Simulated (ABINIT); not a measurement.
Crystal: BN.

```xyz
2
Lattice="0.0000 1.8130 1.8130 1.8130 0.0000 1.8130 1.8130 1.8130 0.0000" Properties=species:S:1:pos:R:3 pbc="T T T"
N     0.9065    0.9065    0.9065
B     0.0000    0.0000    0.0000
```

The cell is a database's computed one.

Base run:

```yaml
Program: ABINIT 10.8.3 (patched build)
Functional: PBEsol
Potentials_or_basis: JTH PAW PBE v2.0
Cutoff: 707 eV
k_mesh: 13 × 13 × 13
Occupations: fermi-dirac, width 0.05 eV
Spin: no spin polarisation
```

Its results: band gap on the k mesh 4.34 eV, indirect (least direct gap 8.70 eV); pressure -6.1 GPa.

After a change of settings the same cell gave: band gap on the k mesh 5.02 eV, indirect (least direct gap 9.46 eV); pressure -2.6 GPa. Which change was it?
A. functional from PBEsol to r2SCAN; cutoff from 707 eV to 844 eV; fine-grid cutoff from 1306.15 eV to 1442.2 eV
B. k mesh from 13 × 13 × 13 to 8 × 8 × 8
C. k mesh from 13 × 13 × 13 to 10 × 10 × 10

A.

Caveats: the PAW data sets were made with another functional, which shifts forces and pressure a little.

Runs at the PBE level aren't shown here.
